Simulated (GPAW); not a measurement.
ZnSe: energy against volume and a worked fit

It takes space group F-43m (No. 216, cubic). Conventional cell: a = 5.668 Å, b = 5.668 Å, c = 5.668 Å, α = 90.00°, β = 90.00°, γ = 90.00°. Se (site symmetry -43m) is surrounded by 4 Zn at 2.45 Å. Zn (site symmetry -43m) is surrounded by 4 Se at 2.45 Å.

The cell was scaled at fixed shape and fractions and run with GPAW, PAW data sets generated for this functional, cutoff 600 eV; PBEsol, k mesh 7 × 7 × 7 on the cell of 2 atoms, fermi-dirac occupations of 0.05 eV, no spin polarisation, no spin-orbit coupling. Energies are those that the program minimises, any entropy of the smearing included.

| V (Å³/atom) | energy over the lowest row (meV/atom) |
| --- | --- |
| 21.3912 | 9.115 |
| 21.8463 | 2.411 |
| 22.3015 | 0.000 |
| 22.7566 | 1.432 |
| 23.2117 | ? |
| 23.6669 | 14.204 |
| 24.1220 | 24.866 |

Q: Fit the third-order Birch-Murnaghan form, give V0, B0 and B′, and predict the energy left open.

A: With y = (V0/V)^(2/3), E = E0 + (9 V0 B0/16) [(y - 1)³ B′ + (y - 1)² (6 - 4y)]. Least squares through the rows shown give V0 = 22.3515 Å³/atom, E0 = -0.021 meV, B0 = 65.44 GPa (1 eV/Å³ = 160.218 GPa) and B′ = 4.53, with a largest miss of 0.002 meV. At V = 23.2117 the form with these constants gives 6.285 meV; the run gave 6.287 meV an atom. Measured volume: 22.75 Å³/atom (pmc:9320402, doi:10.3390/ma15145002), so the fit lies -1.8 % from it. The runs are for a static lattice.

The energy rises more steeply on compression than on expansion, which is the anharmonicity that a positive B′ expresses. Squeezing the lattice drives up the kinetic energy and the Pauli repulsion between neighbouring shells, including the filled Zn 3d shell, while stretching only gradually weakens the polar covalent sp³ bonds. The modest bulk modulus of 65.44 GPa suits an open tetrahedral network whose bonds are softened by their partly ionic character.

The equilibrium volume falls below the measured one. Zero-point and thermal expansion would move it the right way, but probably not far enough to close the gap, so some slight overbinding by the functional is likely.

The close prediction of the omitted energy shows that the curve is smooth and the form adequate for interpolation; it says nothing about the accuracy of the functional, since any systematic error is shared by all the rows. With the sampled volumes reaching further into expansion than compression, the fit is a weak basis for extrapolation to high pressure, where ZnSe is known to leave the zinc-blende structure.
